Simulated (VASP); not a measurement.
A run of VASP 6.6.1 is set up as follows.

File INCAR:

```
SYSTEM = Te2Mo
ALGO     = Fast           ! electronic algorithm
EDIFF    = 1E-7           ! SCF threshold, eV
ENCUT    = 520            ! plane-wave cutoff, eV
GGA      = PE             ! functional
ISIF     = 2              ! what is computed and relaxed
ISMEAR   = 0              ! smearing method
IVDW     = 12             ! dispersion correction
LASPH    = .TRUE.         ! aspherical terms in the spheres
LCHARG   = .FALSE.        ! write CHGCAR
LREAL    = .FALSE.        ! projectors in reciprocal space
LWAVE    = .FALSE.        ! write WAVECAR
NBANDS   = 64             ! bands
NELM     = 100            ! most SCF steps
PREC     = Accurate       ! precision mode
SIGMA    = 0.05           ! smearing width, eV
```

The input KPOINTS:

```
k-points
0
G
  4 8 2
  0 0 0
```

File POSCAR:

```
Te2Mo
1.0
    6.2334841515      0.0000000000     -0.0473144665
    0.0000000000      3.4039246407      0.0000000000
   -1.0264650896      0.0000000000     12.6377112550
Te Mo
8 4
Direct
    0.5539044550      0.7500000000      0.3380727645
    0.4460955450      0.2500000000      0.6619272355
    0.5925294142      0.2500000000      0.1111584318
    0.4074705858      0.7500000000      0.8888415682
    0.0989894076      0.7500000000      0.1627387802
    0.9010105924      0.2500000000      0.8372612198
    0.0474994617      0.2500000000      0.3883138754
    0.9525005383      0.7500000000      0.6116861246
    0.3190135368      0.7500000000      0.5058097997
    0.6809864632      0.2500000000      0.4941902003
    0.1839690156      0.2500000000      0.0086640528
    0.8160309844      0.7500000000      0.9913359472
```

Potentials or basis: VASP PAW PBE potentials, release 64 (Te, Mo_sv).

Launch:

```console
$ cat potpaw_PBE.64/Te/POTCAR potpaw_PBE.64/Mo_sv/POTCAR > POTCAR
$ mpirun -np 1 vasp_std > vasp.out
```

Task: Estimate the dispersion energy per atom.

Result: -0.600 eV.

Task: Estimate the largest force.

Result: 0.017 eV/Å.

Task: Predict the pressure.

Result: 5.9 GPa.

Task: Estimate the band gap on the k mesh.

Result: None (metal or under the smearing width).

Forces in eV/Å, atoms in the order of the input:
```
Te  -0.004  0.000 -0.011
Te   0.004  0.000  0.011
Te  -0.004  0.000  0.010
Te   0.004  0.000 -0.010
Te  -0.002  0.000  0.013
Te   0.002  0.000 -0.013
Te   0.000  0.000 -0.013
Te   0.000  0.000  0.013
Mo  -0.016  0.000  0.003
Mo   0.016  0.000 -0.003
Mo   0.015  0.000 -0.001
Mo  -0.015  0.000  0.001
```

Caveat: pairwise dispersion overbinds metals, which lowers pressure and volume. Spin-orbit coupling is left out, which matters for the levels of Te.
